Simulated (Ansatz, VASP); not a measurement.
## PtSe2: VASP beside Ansatz

```xyz
3
Lattice="3.6760 0.0000 0.0000 -1.8380 3.1835 0.0000 0.0000 0.0000 5.0758" Properties=species:S:1:pos:R:3 pbc="T T T"
Pt    0.0000    0.0000    0.0000
Se    0.0000    2.1223    1.0288
Se    1.8380    1.0612    4.0470
```

Alike in both runs: task single point; functional PBE; dispersion D3(BJ); k mesh 12 × 12 × 8; occupations gaussian, width 0.15 eV; no spin polarisation.

|  | VASP | Ansatz |
| --- | --- | --- |
| version | VASP 6.6.1 | Ansatz 0.2.0 |
| potentials or method | VASP PAW PBE potentials, release 64 (Pt, Se) | scalar-relativistic, plane waves, PAW |
| plane-wave cutoff (eV) | 520 | 420 |
| valence electrons in the cell | 22 | 50 |

|  | VASP | Ansatz | Ansatz less VASP |
| --- | --- | --- | --- |
| gap on the k mesh at the Fermi level (eV) | 0.31 | 0.32 | +0.012 |
| least direct gap on the mesh (eV) | 0.31 | 0.32 | +0.012 |
| rms of the force components (eV/Å) | 2.163 | 2.152 | -0.0109 |

Atom by atom the forces differ by 0.011 eV/Å (rms over components). The two sets of potentials don't hold the same shells in valence.

Caveats: spin-orbit coupling is left out, which moves the levels of the heavy elements; forces of over 1 eV/Å show positions far from the minimum, so gaps and moduli don't describe the material at rest.
